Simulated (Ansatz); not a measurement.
All numbers below come from DFT PBE, scalar-relativistic, plane waves, PAW in Ansatz 0.2.0. Settings: cutoff 420 eV, Γ-centred meshes spaced at most about 0.3 Å⁻¹, and about 0.25 Å⁻¹ or finer for metals (2π included), Gaussian smearing. No spin polarisation in the final relaxations.

Temperature and zero-point effects are left out.

Two relaxed structures of B3As2:

1. Space group P4mm (No. 99), tetragonal, a = 3.795 Å, c = 4.451 Å. Around B on a site of symmetry 2mm lie 2 B at 2.10 Å, 4 As at 2.21–2.32 Å and 4 B at 2.68 Å; B on a site of symmetry 4mm is surrounded by 4 B at 2.10 Å, 2 As at 2.22–2.23 Å and 4 As at 2.69 Å; As on its first site has 6 B at 2.22–2.32 Å; As on its second site has 4 B at 2.21 Å and 4 B at 2.69 Å.

2. Space group Cmmm (No. 65), orthorhombic, a = 4.578 Å, b = 11.050 Å, c = 2.882 Å. B on a site of symmetry 2mm is surrounded by 3 B at 1.68–1.74 Å and 2 As at 2.13 Å; around B on a site of symmetry mmm lie 4 B at 1.68 Å; around As lie 2 B at 2.13 Å.

Task: Which would you expect to be lower, and how large is the difference?

Result: Cell 2 is lower, by 0.87 eV/atom. Cell 1 has space group P4mm (No. 99), 12.8 Å³/atom and no gap on its mesh; cell 2 has space group Cmmm (No. 65), 14.6 Å³/atom and no gap. Counting As atoms around B (those within 1.25 times the shortest such distance or 1.15 times the sum of covalent radii, 1.27 where that leaves under three; a plus sign parts nearer from farther groups; the shortest distance is added where it exceeds 1.18 times the sum of covalent radii; a slash parts the counts of unlike sites), cell 1 has B 4/2+4 and cell 2 has B 2/8 from 3.1 Å. Cell 2 holds B–B chains (shortest 1.68 Å); in cell 1 the shortest B–B distance is 2.10 Å, near bonding range too. Even the lower one lies +0.36 eV/atom against the reference forms of the elements (uncorrected), so neither is stable at this level. Both come from invented guesses.

Weakly bound directions are ill-defined at this level, which has no dispersion term (Cmmm), and this can change margins and order among such cells. In P4mm, Cmmm an odd number of electrons in the primitive cell allows no gap without spin; a larger cell or a magnetic state could open one. A magnetic state wasn't ruled out in cells without spin, among them P4mm, Cmmm. Cells relaxed within their symmetry can be saddle points.
